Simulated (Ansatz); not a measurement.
**BaS (Fm-3m): G0W0 and the choice of datasets**

```
Ba S
1.0
     0.00000    3.16000    3.16000
     3.16000    0.00000    3.16000
     3.16000    3.16000    0.00000
Ba S
1 1
Direct
  0.00000 0.00000 0.00000
  0.50000 0.50000 0.50000
```

Held fixed (Ansatz):

```json
{"orbitals": "PBE", "k mesh": "4×4×4", "empty bands": "406", "response cutoff": "200 eV", "frequencies": "plasmon pole, fitted at 0 and 13.22i eV", "q → 0 term": "analytic weight of Carrier, Rohra and Görling", "band sums": "cut at the band count", "spin-orbit coupling": "off"}
```

The gap is read from Γ to k = (0, -0.5, -0.5), linearised, between the Kohn-Sham band edges among the points solved. The direct gap is read between the top filled and lowest empty Kohn-Sham band at Γ. ε∞ is the electronic dielectric constant on this mesh.

(1) Taking all-electron, 3300 eV as the reference, which of the others (hard PAW, 700 eV; hand-made PAW, 510 eV; JTH PAW, 700 eV; soft PAW (1st gen.), 420 eV; norm-conserving, 770 eV) gives the gap farthest from it?

## Answers

(1) Farthest from all-electron, 3300 eV in the G0W0 gap: JTH PAW, 700 eV (+0.07 eV). The nearest differs by 0.014 eV.

| datasets, wave cutoff | KS gap (eV) | G0W0 gap (eV) | direct at Γ (eV) | ε∞ |
| --- | --- | --- | --- | --- |
| all-electron, 3300 eV | 2.15 | 3.43 | 5.04 | 4.8 |
| hard PAW, 700 eV | 2.15 | 3.42 | 5.04 | 4.8 |
| hand-made PAW, 510 eV | 2.15 | 3.39 | 5.02 | 4.8 |
| JTH PAW, 700 eV | 2.06 | 3.50 | 5.04 | 4.9 |
| soft PAW (1st gen.), 420 eV | 2.15 | 3.41 | 5.04 | 4.8 |
| norm-conserving, 770 eV | 2.15 | 3.46 | 5.09 | 4.8 |

The cell is a model at fixed atoms and needn't be the relaxed known crystal. Soft PAW datasets can miss an all-electron G0W0 gap by more than 5 %. With norm-conserving pseudopotentials the core–valence exchange is only approximate, which can shift gaps by tenths of an eV and RPA lattice constants by most of a per cent. Points k are given in fractions of the reciprocal vectors. The mesh is coarse, so these are values at the stated settings, not converged ones. Band sums or response are cut, so the gap isn't at its basis limit. The gap is read on the mesh, and the crystal's band edges can lie off it. Meshes this coarse can overestimate the dielectric constant by a tenth and more.
